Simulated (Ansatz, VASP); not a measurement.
One calculation of MgS, two programs

```
Mg S
1.0
     2.64278    2.64278    0.00000
    -2.64278    2.64278    0.00000
     0.00000    2.64278    2.56417
Mg S
1 1
Direct
  0.00000 0.00000 0.00000
  0.50000 0.50000 0.00000
```

Change from the starting cell: in-plane strain +0.02, out-of-plane length and atoms relaxed by PAW.

Alike in both runs: functional PBEsol; k mesh 8 × 8 × 8; no spin polarisation.

Ansatz relaxed the structure, and its values are those at the end. VASP's run is a single point on that final structure, the one shown.

|  | VASP | Ansatz |
| --- | --- | --- |
| version | VASP 6.6.1 | Ansatz 0.2.0 |
| potentials or method | VASP PAW PBE potentials, release 64 (Mg, S) | PAW with Ansatz's default frozen-core files, scalar-relativistic |
| plane-wave cutoff (eV) | 520 | 420 |
| occupations | gaussian, width 0.01 eV | fixed |
| valence electrons in the cell | 8 | 16 |

```tsv
	VASP	Ansatz	Ansatz less VASP
gap on the k mesh at the Fermi level (eV)	2.54	2.53	-0.001
pressure (GPa)	-2.2	-2.0	+0.20
```

The two sets of potentials don't hold the same shells in valence.

Caveats: the PAW data sets were made with another functional, which shifts forces and pressure a little (VASP). A k mesh can miss the band edges.
